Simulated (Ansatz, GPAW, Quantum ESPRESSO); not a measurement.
Nb: 3 runs at one level of theory

```
Nb
1.0
    -1.66395    1.66395    1.66395
     1.66395   -1.66395    1.66395
     1.66395    1.66395   -1.66395
Nb
1
Direct
  0.00000 0.00000 0.00000
```

Alike in all runs: task band structure; functional LDA; k mesh 11 × 11 × 11; occupations fermi-dirac, width 0.05 eV; no spin polarisation; no spin-orbit coupling. LDA stands for any of its common fits. Pressure is positive in compression and, in plane waves, holds the error of the finite cutoff.

| program and potentials | plane-wave cutoff (eV) | notes | pressure (GPa) |
| --- | --- | --- | --- |
| Quantum ESPRESSO, PseudoDojo 0.4.1 SR LDA standard | 1116 | - | -11.38 |
| GPAW, the program's PAW data sets (release 1.2.1) made for this functional | 600 | - | -12.43 |
| Ansatz, all-electron LAPW, scalar-relativistic | - | - | ? |

Task: Estimate from the other rows what the run with Ansatz, all-electron LAPW, scalar-relativistic gave.

Result: Pressure -11.56 GPa. The other rows, which needn't bracket it: pressure -12.43 to -11.38.
